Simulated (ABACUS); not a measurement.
## CdTe in ABACUS: the effect of exact exchange share

CdTe:

```
Te Cd
1.0
     0.00000    3.20500    3.20500
     3.20500    0.00000    3.20500
     3.20500    3.20500    0.00000
Te Cd
1 1
Direct
  0.75000 0.75000 0.75000
  0.00000 0.00000 0.00000
```

Alike in all runs:

| Item | Value |
| --- | --- |
| Program | ABACUS 3.10.1 |
| Task | single point |
| Potentials or basis | SG15 ONCV 1.2 PBE |
| Cutoff | 1401 eV |
| Density cutoff | 5606 eV |
| Basis | DZP LCAO (the cutoffs set its grid) |
| k mesh | 3 × 3 × 3 |
| Occupations | fermi-dirac, width 0.05 eV |
| Spin | no spin polarisation |

**Question.** One run gave: gap on the mesh 1.82 eV. Which exact exchange share did it use?
A. 0.4
B. 0.1
C. 0
D. 0.25

**Answer.** D.

| exact exchange share | functional | gap on the mesh (eV) |
| --- | --- | --- |
| 0 | PBE | 0.92 |
| 0.1 | HSE-type (share 0.1, screening 0.11/bohr) | 1.22 |
| 0.25 | HSE-type (share 0.25, screening 0.11/bohr) | 1.82 |
| 0.4 | HSE-type (share 0.4, screening 0.11/bohr) | 2.46 |

Caveats: all runs use coarse meshes; the atomic orbitals were generated for these runs and aren't a published set; spin-orbit coupling is left out, which moves the levels of the heavy elements; the basis of atomic orbitals isn't converged, which shifts pressures, moduli and gaps; gaps of hybrids in this basis differ from plane-wave ones by up to 0.1 eV (some runs).

